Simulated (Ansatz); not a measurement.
Input of an Ansatz 0.2.0 run:

input.yaml

```yaml
crystal:
  lattice:
    - [2.8795009639, 0.0, 0.0]
    - [0.039072758, 2.8792794796, 0.0]
    - [0.0174953863, 0.0172449008, 5.1763391994]
  atoms:
    - { symbol: Cu, position: [0.0, 0.5, 0.0] }
    - { symbol: Cu, position: [0.5, 0.0, 0.5] }
    - { symbol: O, position: [0.99842397, 0.00167178, 0.7498871] }
    - { symbol: O, position: [0.00157603, 0.99832822, 0.2501129] }
hamiltonian:
  xc: revpbe
  pseudopotentials: { kind: paw }
kpoints:
  mp_grid: { grid: [9, 9, 5] }
scf:
  occupations: { method: fermi_dirac, width: 0.05 }
output:
  forces: true
  stress: true
  eigenvalues: true
relax:
  f_tol: 0.01
  max_steps: 40
  cell: { stress_tol: 0.05 }
```

Potentials or basis: Ansatz PAW.

Run with:

```console
$ ansatz run input.yaml --threads 2 --pin off --max-ram 5632MiB --backend cpu --events-out ev --progress --plain --runs-dir out
```

(1) Estimate the space group after relaxing (to 0.05 Å).

(2) Estimate the relaxed cell.

(3) Predict the band gap on the k mesh.

(4) What does it give for the relaxed volume?

Answers

(1) P4_2/mmc (No. 131).

(2) a = 2.979 Å, b = 2.979 Å, c = 5.180 Å, α = 89.97°, β = 89.97°, γ = 89.87°.

(3) none (metal or under the smearing width).

(4) 11.49 Å³/atom.

Caveat: the pressure holds a Pulay correction of +0.6 GPa for the finite cutoff; the run has no spin polarisation, though such a crystal can be magnetic; semilocal functionals often make such compounds metallic where correlation or magnetic order opens a gap, which also shifts bond lengths; the PAW data sets come from PBE, with cores solved anew for the run's functional, which leaves a small shift of forces and pressure.
